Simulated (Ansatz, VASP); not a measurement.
## LiCl in VASP and in Ansatz

File INCAR:

```
PREC = Accurate ; ENCUT = 520
EDIFF = 1E-7 ; ISMEAR = 0
SIGMA = 0.012 ; LREAL = F
LASPH = T ; NELM = 60
ALGO = Normal ; ISIF = 2
LWAVE = F ; LCHARG = F
GGA = PE ; NBANDS = 12
```

Contents of KPOINTS:

```
regular mesh
0
Gamma
  9 9 9
```

The input POSCAR:

```
LiCl
1.0
    0.0000000000      2.5647700000      2.5647700000
    2.5647700000      0.0000000000      2.5647700000
    2.5647700000      2.5647700000      0.0000000000
Cl Li
1 1
Direct
    0.5000000000      0.5000000000      0.5000000000
    0.0000000000      0.0000000000      0.0000000000
```

Contents of input.yaml:

```yaml
crystal:
  lattice:
    - [0.0, 2.56477, 2.56477]
    - [2.56477, 0.0, 2.56477]
    - [2.56477, 2.56477, 0.0]
  atoms:
    - { symbol: Cl, position: [0.5, 0.5, 0.5] }
    - { symbol: Li, position: [0.0, 0.0, 0.0] }
kpoints:
  mp_grid: { grid: [9, 9, 9] }
scf:
  occupations: { method: gaussian, width: 0.012 }
hamiltonian:
  xc: pbe
  pseudopotentials: { kind: all_electron, lapw: { basis_error: 0.001 } }
output:
  forces: true
  stress: true
  eigenvalues: true
```

Alike in both runs: task single point; functional PBE; k mesh 9 × 9 × 9; occupations gaussian, width 0.012 eV; no spin polarisation.

|  | VASP | Ansatz |
| --- | --- | --- |
| version | VASP 6.6.1 | Ansatz 0.2.0 |
| potentials or method | VASP PAW PBE potentials, release 64 (Cl, Li_sv) | all-electron LAPW, scalar-relativistic |
| plane-wave cutoff (eV) | 520 | see its input |

VASP gave:

```
gap on the k mesh at the Fermi level (eV) : 6.34
least direct gap on the mesh (eV)         : 6.34
```

What did Ansatz give for the same quantities?

gap on the k mesh at the Fermi level (eV): 6.33; least direct gap on the mesh (eV): 6.33.

Ansatz ran all-electron here, so the differences hold the error of VASP's frozen core and of both bases.

Caveats: an odd mesh through Γ misses points on the zone boundary, where band edges often lie.
